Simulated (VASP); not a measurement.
# ZnS (Wurtzite-2H) (P6_3mc) in VASP: notebook, part 2 of 2

VASP 6.6.1.

## 3. Band structure, PBE

POSCAR reads:

```
ZnS
1.0
    3.8110000000      0.0000000000      0.0000000000
   -1.9055000000      3.3004228138      0.0000000000
    0.0000000000      0.0000000000      6.2340000000
Zn S
2 2
Direct
    0.6666666667      0.3333333333      0.5000000000
    0.3333333333      0.6666666667      0.0000000000
    0.6666666667      0.3333333333      0.8850000000
    0.3333333333      0.6666666667      0.3850000000
```

INCAR.step1 reads:

```
SYSTEM = ZnS
ALGO = Normal ; EDIFF = 1E-7
ENCUT = 520 ; GGA = PE
ISIF = 2 ; ISMEAR = -1
LASPH = .True. ; LCHARG = .True.
LREAL = .False. ; LWAVE = .False.
NBANDS = 26 ; NELM = 60
PREC = Accurate ; SIGMA = 0.05
```

KPOINTS.step1 reads:

```
k-points
0
Gamma
  8 8 5
  0 0 0
```

INCAR.step2 reads:

```
SYSTEM = ZnS
ALGO = Normal ; EDIFF = 1E-7
ENCUT = 520 ; GGA = PE
ICHARG = 11 ; ISIF = 2
ISMEAR = 0 ; LASPH = .True.
LCHARG = .False. ; LREAL = .False.
LWAVE = .False. ; NBANDS = 26
NELM = 60 ; PREC = Accurate
SIGMA = 0.05
```

KPOINTS.step2 reads:

```
path GMKGALHA,LM,KH
10
line-mode
reciprocal
 0.0000000000  0.0000000000  0.0000000000  G
 0.5000000000  0.0000000000  0.0000000000  M

 0.5000000000  0.0000000000  0.0000000000  M
 0.3333333333  0.3333333333  0.0000000000  K

 0.3333333333  0.3333333333  0.0000000000  K
 0.0000000000  0.0000000000  0.0000000000  G

 0.0000000000  0.0000000000  0.0000000000  G
 0.0000000000  0.0000000000  0.5000000000  A

 0.0000000000  0.0000000000  0.5000000000  A
 0.5000000000  0.0000000000  0.5000000000  L

 0.5000000000  0.0000000000  0.5000000000  L
 0.3333333333  0.3333333333  0.5000000000  H

 0.3333333333  0.3333333333  0.5000000000  H
 0.0000000000  0.0000000000  0.5000000000  A

 0.5000000000  0.0000000000  0.5000000000  L
 0.5000000000  0.0000000000  0.0000000000  M

 0.3333333333  0.3333333333  0.0000000000  K
 0.3333333333  0.3333333333  0.5000000000  H
```

Potentials or basis: VASP PAW PBE potentials, release 54 (Zn, S).

Started as:

```console
$ cat potpaw_PBE.54/Zn/POTCAR potpaw_PBE.54/S/POTCAR > POTCAR
$ cp INCAR.step1 INCAR
$ cp KPOINTS.step1 KPOINTS
$ mpirun -np 1 vasp_std > vasp.out
$ cp INCAR.step2 INCAR
$ cp KPOINTS.step2 KPOINTS
$ mpirun -np 1 vasp_std > vasp.out
```

OUTCAR:

```text
SYSTEM = ZnS
   EDIFF = 1E-7
   ENCUT = 520
   GGA = PE
   ICHARG = 11
   ISIF = 2
   ISMEAR = 0
   LASPH = .True.
   LREAL = .False.
   NELM = 60
   PREC = Accurate

 ion  position               nearest neighbor table
   1  0.667  0.333  0.500-   4 2.31   4 2.31   4 2.31   3 2.40
   2  0.333  0.667  0.000-   3 2.31   3 2.31   3 2.31   4 2.40
   3  0.667  0.333  0.885-   2 2.31   2 2.31   2 2.31   1 2.40
   4  0.333  0.667  0.385-   1 2.31   1 2.31   1 2.31   2 2.40

  LATTYP: Found a hexagonal cell.
 ALAT       =     3.8110000000
 C/A-ratio  =     1.6357911309

  Lattice vectors:

 A1 = (   3.8110000000,   0.0000000000,   0.0000000000)
 A2 = (  -1.9055000000,   3.3004228138,   0.0000000000)
 A3 = (   0.0000000000,   0.0000000000,   6.2340000000)

Analysis of symmetry for initial positions (statically):
=====================================================================
 Subroutine PRICEL returns:
 Original cell was already a primitive cell.

 Routine SETGRP: Setting up the symmetry group for a
 hexagonal supercell.
[... 162 lines left out ...]
  free energy    TOTEN  =       -12.74954789 eV

  energy without entropy =      -12.74954789  energy(sigma->0) =      -12.74954789

 E-fermi :   2.4441     XC(G=0):  -9.6512

 val. band max:        2.1624011699   @ k =   0.0000   0.0000   0.0000
 cond. band min:       4.4156786548   @ k =   0.0000   0.0000   0.0000
 fundamental gap:      2.2532774848
 Fermi energy:         2.4440926021

 k-point     1 :       0.0000    0.0000    0.0000
  band No.  band energies     occupation
      1     -11.0309      2.00000
      2     -10.1078      2.00000
      3      -4.2067      2.00000
      4      -4.2067      2.00000
      5      -4.1423      2.00000
      6      -4.1423      2.00000
[... 685 lines left out ...]
     25      10.7459      0.00000
     26      11.4915      0.00000

 [... further k-points ...]

------------------------ aborting loop because EDIFF is reached ----------------------------------------

  FORCE on cell =-STRESS in cart. coord.  units (eV):
  Direction    XX          YY          ZZ          XY          YZ          ZX
  --------------------------------------------------------------------------------------
  -------------------------------------------------------------------------------------
  Total        4.3636511      4.3636511      1.8832621      0.0000000     -0.0000000      0.0000000
  in kB       89.1631228     89.1631228     38.4809700      0.0000000     -0.0000000      0.0000000
  external PRESSURE =      72.2690719 kB  Pullay stress =       0.0000000 kB

 VOLUME and BASIS-vectors are now :
 -----------------------------------------------------------------------------
  energy-cutoff  :      520.00
  volume of cell :       78.41
      direct lattice vectors                 reciprocal lattice vectors
     3.811000000  0.000000000  0.000000000     0.262398321  0.151495741  0.000000000
    -1.905500000  3.300422814  0.000000000     0.000000000  0.302991482  0.000000000
     0.000000000  0.000000000  6.234000000     0.000000000  0.000000000  0.160410651

 POSITION                                       TOTAL-FORCE (eV/Angst)
 -----------------------------------------------------------------------------------
      1.90550      1.10014      3.11700         0.000000     -0.000000      0.534312
     -0.00000      2.20028      0.00000        -0.000000      0.000000      0.534312
      1.90550      1.10014      5.51709        -0.000000     -0.000000     -0.534312
     -0.00000      2.20028      2.40009        -0.000000     -0.000000     -0.534312
 -----------------------------------------------------------------------------------
    total drift:                               -0.000000     -0.000000     -0.061175

  FREE ENERGIE OF THE ION-ELECTRON SYSTEM (eV)
  ---------------------------------------------------
  free  energy   TOTEN  =       -12.7495478922 eV

  energy  without entropy=      -12.7495478922  energy(sigma->0) =      -12.74954789
```

It took 80 s on 1 thread of Intel Xeon 6975P-C (Granite Rapids), shared host; peak memory 0.27 GiB.

Results:

```yaml
Band_gap_on_the_k_mesh: 2.25 eV, direct
Band_gap_along_the_path: 2.25 eV, direct
```

Levels at the corners of the path, in eV from the valence-band top:
```
point  band 14  band 15  band 16  band 17  band 18  band 19  band 20  band 21  band 22  band 23
    Γ    -0.86    -0.86    -0.01    -0.01     0.00     2.25     3.00     6.30     6.30     6.61
    M    -4.21    -3.16    -2.25    -1.56    -0.98     3.62     4.27     5.18     7.14     7.42
    M    -4.21    -3.16    -2.25    -1.56    -0.98     3.62     4.27     5.18     7.14     7.42
    K    -4.36    -3.87    -2.21    -2.21    -2.21     4.48     5.93     5.93     7.91     7.94
    K    -4.36    -3.87    -2.21    -2.21    -2.21     4.48     5.93     5.93     7.91     7.94
    Γ    -0.86    -0.86    -0.01    -0.01     0.00     2.25     3.00     6.30     6.30     6.61
    Γ    -0.86    -0.86    -0.01    -0.01     0.00     2.25     3.00     6.30     6.30     6.61
    A    -2.76    -0.45    -0.45    -0.45    -0.45     3.51     3.51     6.73     6.73     6.73
    A    -2.76    -0.45    -0.45    -0.45    -0.45     3.51     3.51     6.73     6.73     6.73
    L    -4.90    -1.66    -1.66    -1.53    -1.53     3.62     3.62     5.15     5.15     9.00
    L    -4.90    -1.66    -1.66    -1.53    -1.53     3.62     3.62     5.15     5.15     9.00
    H    -4.77    -3.11    -3.11    -1.25    -1.25     4.54     4.54     6.49     6.49     7.33
    H    -4.77    -3.11    -3.11    -1.25    -1.25     4.54     4.54     6.49     6.49     7.33
    A    -2.76    -0.45    -0.45    -0.45    -0.45     3.51     3.51     6.73     6.73     6.73
    L    -4.90    -1.66    -1.66    -1.53    -1.53     3.62     3.62     5.15     5.15     9.00
    M    -4.21    -3.16    -2.25    -1.56    -0.98     3.62     4.27     5.18     7.14     7.42
    K    -4.36    -3.87    -2.21    -2.21    -2.21     4.48     5.93     5.93     7.91     7.94
    H    -4.77    -3.11    -3.11    -1.25    -1.25     4.54     4.54     6.49     6.49     7.33
```

Caveat: the log is that of the step along the path at fixed density, whose energy, stress, charges and moments have no meaning.

## 4. Band structure, PBE

POSCAR is that of step 3.

INCAR.step1 reads:

```
SYSTEM = ZnS
ALGO = Normal
EDIFF = 1E-6
ENCUT = 500
GGA = PE
ISIF = 2
ISMEAR = -1
LASPH = .TRUE.
LCHARG = .TRUE.
LREAL = .FALSE.
LWAVE = .FALSE.
NBANDS = 26
NELM = 80
PREC = Accurate
SIGMA = 0.05
```

KPOINTS.step1 reads:

```
k-points
0
G
  8 8 5
  0 0 0
```

INCAR.step2 reads:

```
SYSTEM = ZnS
ALGO = Normal
EDIFF = 1E-6
ENCUT = 500
GGA = PE
ICHARG = 11
ISIF = 2
ISMEAR = 0
LASPH = .TRUE.
LCHARG = .FALSE.
LREAL = .FALSE.
LWAVE = .FALSE.
NBANDS = 26
NELM = 80
PREC = Accurate
SIGMA = 0.05
```

Changes to KPOINTS.step2 since step 3:

```diff
@@ -1,3 +1,3 @@
 path GMKGALHA,LM,KH
-10
+20
 line-mode
```

Potentials or basis: VASP PAW PBE potentials, release 54 (Zn, S).

Started as:

```console
$ cat potpaw_PBE.54/Zn/POTCAR potpaw_PBE.54/S/POTCAR > POTCAR
$ cp INCAR.step1 INCAR
$ cp KPOINTS.step1 KPOINTS
$ mpirun -np 1 vasp_std > vasp.out
$ cp INCAR.step2 INCAR
$ cp KPOINTS.step2 KPOINTS
$ mpirun -np 1 vasp_std > vasp.out
```

OUTCAR:

```text
SYSTEM = ZnS
   EDIFF = 1E-6
   ENCUT = 500
   GGA = PE
   ICHARG = 11
   ISIF = 2
   ISMEAR = 0
   LASPH = .TRUE.
   LREAL = .FALSE.
   NELM = 80
   PREC = Accurate

 ion  position               nearest neighbor table
   1  0.667  0.333  0.500-   4 2.31   4 2.31   4 2.31   3 2.40
   2  0.333  0.667  0.000-   3 2.31   3 2.31   3 2.31   4 2.40
   3  0.667  0.333  0.885-   2 2.31   2 2.31   2 2.31   1 2.40
   4  0.333  0.667  0.385-   1 2.31   1 2.31   1 2.31   2 2.40

  LATTYP: Found a hexagonal cell.
 ALAT       =     3.8110000000
 C/A-ratio  =     1.6357911309

  Lattice vectors:

 A1 = (   3.8110000000,   0.0000000000,   0.0000000000)
 A2 = (  -1.9055000000,   3.3004228138,   0.0000000000)
 A3 = (   0.0000000000,   0.0000000000,   6.2340000000)

Analysis of symmetry for initial positions (statically):
=====================================================================
 Subroutine PRICEL returns:
 Original cell was already a primitive cell.

 Routine SETGRP: Setting up the symmetry group for a
 hexagonal supercell.

 Subroutine GETGRP returns: Found 12 space group operations
 (whereof  6 operations were pure point group operations)
 out of a pool of 24 trial point group operations.

The static configuration has the point symmetry C_3v.
 The point group associated with its full space group is C_6v.

Analysis of symmetry for dynamics (positions and initial velocities):
=====================================================================
 Subroutine PRICEL returns:
 Original cell was already a primitive cell.

 Routine SETGRP: Setting up the symmetry group for a
 hexagonal supercell.

 Subroutine GETGRP returns: Found 12 space group operations
 (whereof  6 operations were pure point group operations)
 out of a pool of 24 trial point group operations.

The dynamic configuration has the point symmetry C_3v.
[... 114 lines left out ...]
   IALGO  =     38    algorithm
   IMIX   =      4    mixing-type and parameters
     AMIX     =   0.40;   BMIX     =  1.00
     AMIX_MAG =   1.60;   BMIX_MAG =  1.00
  volume/ion in A,a.u.               =      19.60       132.29
  Fermi-wavevector in a.u.,A,eV,Ry     =   1.262943  2.386617 21.701647  1.595026
  Thomas-Fermi vector in A             =   2.396326
   LORBIT       =      0    0 simple, 1 ext, 2 COOP (PROOUT), +10 PAW based schemes
   GGA     = PE    functional components
   LHFCALC =     F    Hartree Fock is set to
   AEXX    =    0.0000 exact exchange contribution
   IVDW    =     0    specifies the selected vdW correction
   LEPSILON=     F    determine dielectric tensor
   LRPA    =     F    only Hartree local field effects (RPA)
 non-spin polarized calculation
 Gauss-broadening in eV      SIGMA  =   0.05
  energy-cutoff  :      500.00
  volume of cell :       78.41
 maximum number of plane-waves:      2016
 NGX is ok and might be reduce to    28

 number of electron      35.9999977 magnetization

 Free energy of the ion-electron system (eV)
  ---------------------------------------------------
  ext. energy  EPLUGINS =         0.00000000
  ---------------------------------------------------
  free energy    TOTEN  =       -12.77412721 eV

  energy without entropy =      -12.77412721  energy(sigma->0) =      -12.77412721

 E-fermi :   2.3881     XC(G=0):  -9.6512

 val. band max:        2.1624487946   @ k =   0.0000   0.0000   0.0000
 cond. band min:       4.4156636647   @ k =   0.0000   0.0000   0.0000
 fundamental gap:      2.2532148702
 Fermi energy:         2.3880718733

 k-point     1 :       0.0000    0.0000    0.0000
  band No.  band energies     occupation
      1     -11.0310      2.00000
      2     -10.1078      2.00000
      3      -4.2067      2.00000
      4      -4.2067      2.00000
      5      -4.1423      2.00000
      6      -4.1423      2.00000
[... 685 lines left out ...]
     25      11.2109      0.00000
     26      13.4142      0.00000

 [... further k-points ...]

------------------------ aborting loop because EDIFF is reached ----------------------------------------

  FORCE on cell =-STRESS in cart. coord.  units (eV):
  Direction    XX          YY          ZZ          XY          YZ          ZX
  --------------------------------------------------------------------------------------
  -------------------------------------------------------------------------------------
  Total        4.2798014      4.2798014      1.8449975      0.0000000      0.0000000      0.0000000
  in kB       87.4498102     87.4498102     37.6991043      0.0000000      0.0000000      0.0000000
  external PRESSURE =      70.8662416 kB  Pullay stress =       0.0000000 kB

 VOLUME and BASIS-vectors are now :
 -----------------------------------------------------------------------------
  energy-cutoff  :      500.00
  volume of cell :       78.41
      direct lattice vectors                 reciprocal lattice vectors
     3.811000000  0.000000000  0.000000000     0.262398321  0.151495741  0.000000000
    -1.905500000  3.300422814  0.000000000     0.000000000  0.302991482  0.000000000
     0.000000000  0.000000000  6.234000000     0.000000000  0.000000000  0.160410651

 POSITION                                       TOTAL-FORCE (eV/Angst)
 -----------------------------------------------------------------------------------
      1.90550      1.10014      3.11700         0.000000      0.000000      0.527906
     -0.00000      2.20028      0.00000        -0.000000     -0.000000      0.527906
      1.90550      1.10014      5.51709        -0.000000      0.000000     -0.527906
     -0.00000      2.20028      2.40009        -0.000000      0.000000     -0.527906
 -----------------------------------------------------------------------------------
    total drift:                               -0.000000     -0.000000     -0.059239

  FREE ENERGIE OF THE ION-ELECTRON SYSTEM (eV)
  ---------------------------------------------------
  free  energy   TOTEN  =       -12.7741272108 eV

  energy  without entropy=      -12.7741272108  energy(sigma->0) =      -12.77412721
```

Wall time 1.9 min (1 thread of Intel Xeon 6975P-C (Granite Rapids), shared host); peak memory 0.39 GiB.

Results:

```
Band gap on the k mesh  : 2.25 eV, direct
Band gap along the path : 2.25 eV, direct
```

Levels at the corners of the path, in eV from the valence-band top:
| point | band 16 | band 17 | band 18 | band 19 | band 20 | band 21 |
| --- | --- | --- | --- | --- | --- | --- |
| Γ | -0.01 | -0.01 | 0.00 | 2.25 | 3.00 | 6.30 |
| M | -2.25 | -1.56 | -0.98 | 3.62 | 4.27 | 5.18 |
| M | -2.25 | -1.56 | -0.98 | 3.62 | 4.27 | 5.18 |
| K | -2.21 | -2.21 | -2.21 | 4.48 | 5.93 | 5.93 |
| K | -2.21 | -2.21 | -2.21 | 4.48 | 5.93 | 5.93 |
| Γ | -0.01 | -0.01 | 0.00 | 2.25 | 3.00 | 6.30 |
| Γ | -0.01 | -0.01 | 0.00 | 2.25 | 3.00 | 6.30 |
| A | -0.45 | -0.45 | -0.45 | 3.51 | 3.51 | 6.73 |
| A | -0.45 | -0.45 | -0.45 | 3.51 | 3.51 | 6.73 |
| L | -1.66 | -1.53 | -1.53 | 3.62 | 3.62 | 5.15 |
| L | -1.66 | -1.53 | -1.53 | 3.62 | 3.62 | 5.15 |
| H | -3.11 | -1.25 | -1.25 | 4.54 | 4.54 | 6.49 |
| H | -3.11 | -1.25 | -1.25 | 4.54 | 4.54 | 6.49 |
| A | -0.45 | -0.45 | -0.45 | 3.51 | 3.51 | 6.73 |
| L | -1.66 | -1.53 | -1.53 | 3.62 | 3.62 | 5.15 |
| M | -2.25 | -1.56 | -0.98 | 3.62 | 4.27 | 5.18 |
| K | -2.21 | -2.21 | -2.21 | 4.48 | 5.93 | 5.93 |
| H | -3.11 | -1.25 | -1.25 | 4.54 | 4.54 | 6.49 |

Caveat: the log is that of the step along the path at fixed density, whose energy, stress, charges and moments have no meaning.

## 5. The reference run

An earlier run on the cell as given: functional PBEsol; potentials or basis VASP PAW PBE potentials, release 64 (Zn, S); cutoff 520 eV; k mesh 8 × 8 × 5; occupations fermi-dirac, width 0.05 eV; no spin polarisation.

* Pressure: -1.1 GPa
* Largest force: 0.309 eV/Å
* Band gap on the k mesh: 2.12 eV, direct

## 6. Summary

```csv
task,level,potentials or basis,cutoff (eV),ladder,gap on the mesh (eV),pressure (GPa),largest force (eV/Å)
band structure,PBE,"VASP PAW PBE potentials, release 64 (Zn, S_h)",900,-,2.25,2.6,0.32
band structure,PBE,"VASP PAW PBE potentials, release 54 (Zn, S)",520,-,2.25,-,-
band structure,PBE,"VASP PAW PBE potentials, release 54 (Zn, S)",500,-,2.25,-,-
single point,PBEsol,"VASP PAW PBE potentials, release 64 (Zn, S)",520,free,2.12,-1.1,0.31
```

Alike in all rows: no spin polarisation; cell as given; k mesh 8 × 8 × 5; smearing fermi-dirac 0.05 eV.

Caveats: the PAW data sets were made with another functional, which shifts forces and pressure a little (some runs).

Total energies depend on the potentials used, so only differences within one code and one set of settings carry meaning.

## 7. How close it comes

Step 2. A measured gap of ZnS is 3.911 eV (direct; 4 K; a printed reference work, monograph); the calculated 2.25 eV misses it by -1.66 eV. The value is that of PBE, without temperature or zero-point motion. Semilocal functionals fall short of measured gaps as a rule.

Step 3. Against the measured gap of ZnS, 3.911 eV (direct; 4 K; a printed reference work, monograph), the calculated 2.25 eV is off by -1.66 eV. The value is that of PBE, without temperature or zero-point motion. Semilocal functionals fall short of measured gaps as a rule.

Step 4. A measured gap of ZnS is 3.911 eV (direct; 4 K; a printed reference work, monograph); the calculated 2.25 eV misses it by -1.66 eV. The value is that of PBE, without temperature or zero-point motion. Semilocal functionals fall short of measured gaps as a rule.
